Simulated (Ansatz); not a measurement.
input.yaml for Hg (Ansatz 0.2.0)

```yaml
crystal:
  lattice:
    - [4.5400020208, 0.0, 0.0]
    - [-2.2700010104, 3.9317570832, 0.0]
    - [0.0, 0.0, 3.87]
  atoms:
    - { symbol: Hg, position: [0.3333333333, 0.6666666667, 0.5] }
    - { symbol: Hg, position: [0.0, 0.0, 0.0] }
    - { symbol: Hg, position: [0.6666666667, 0.3333333333, 0.5] }
basis:
  ecutwfc: 270
kpoints:
  mp_grid: { grid: [6, 6, 6] }
hamiltonian:
  xc: pbe
scf:
  occupations: { method: tetrahedron }
output:
  forces: true
  stress: true
  eigenvalues: true
```

Command:

```bash
ansatz run input.yaml --threads 1 --pin off --max-ram 1331MiB --backend cpu --events-out ev --progress --plain --runs-dir out
```

Output, shortened (HF is the Harris–Foulkes energy, dr2 the density residual in eV):

```text
Warning: output.forces, output.stress, relax.cell or npt_langevin: where a Kohn–Sham band that disperses or a degenerate level is filled in part under the method tetrahedron, the forces or the stress that this run publishes need not agree with its energy (scf.occupations.method in the input reference, under Limitations); prefer a smearing scheme for the forces or the stress
Warning: basis.ecutwfc = 270 eV is below the records' recommended 420 eV, and the density's cutoff is lower with it unless basis.ecutrho_ratio is high enough to keep the records' density cutoff: compare with a run at a higher cutoff
Pseudopotential: Hg, paw, valence charge 20, recommended cutoff 420 eV (normal)
Crystal: 3 atoms, lattice volume = 69.080 Å³
Basis set: ecut = 270 eV, 659 PW (Γ), exchange–correlation on 50×50×48 points (8 copies of the dense FFT grid, shifted against one another)
Bands: 36, of which v1, the nominal top of the filled ones, is band 30 counted from 1 (29 counted from 0)
Symmetry: 24 space group operations
Space group: P6/mmm (ITA 191), of the structure as read, at distance tolerance 4.1e-5 Å
k-points: 28 of 216
Initial density: superposition of atomic densities, corrected by the library's trained network
SCF iter   1: HF=-41437.697431 eV  Δρ=1.80e-2  dr2=8.26e-2
SCF iter   2: HF=-41437.669358 eV  Δρ=7.98e-3  dr2=1.27e-2
SCF iter   3: HF=-41437.667783 eV  Δρ=1.96e-3  dr2=1.67e-3
SCF iter   4: HF=-41437.667861 eV  Δρ=2.44e-4  dr2=4.24e-5
SCF iter   5: HF=-41437.667867 eV  Δρ=6.88e-5  dr2=7.38e-6
SCF iter   6: HF=-41437.667881 eV  Δρ=2.91e-5  dr2=9.69e-7
SCF iter   7: F=-41437.667885 eV  HF=-41437.667885 eV  Δρ=8.24e-6  dr2=8.78e-8
SCF 1 converged in 7 iterations: F = -41437.667885 eV  dr2 = 8.78e-8
SCF converged after 7 iterations
Stability not checked: this state was not tested for a lower state beside it, because cold or Methfessel-Paxton smearing, or corrected tetrahedra, fill the levels in a way that the test cannot read (fill_not_monotonic; see scf.lower_state_search)
Free energy (F): -41437.667885 eV
E sigma→0 (E₀):  -41437.667885 eV
Entropy (-TS):   -0.000174 eV (-0.058 meV/atom)
Fermi energy:    15.684896 eV
--- Forces (eV/Å), atoms counted from 1 ---
  atom   1  Hg     0.00000000     0.00000000     0.00000000
  atom   2  Hg     0.00000000     0.00000000     0.00000000
  atom   3  Hg    -0.00000000    -0.00000000     0.00000000
--- Stress (GPa, compression-positive) ---
       18.800399       0.000000       0.000000
       -0.000000      18.800399       0.000000
        0.000000       0.000000       3.285378
  P = ⅓ Tr σ = 13.6287 GPa (136.287 kbar)
```

The inputs are trials, many of them unsound on purpose. Their numbers show the effect of the settings and aren't properties of the material.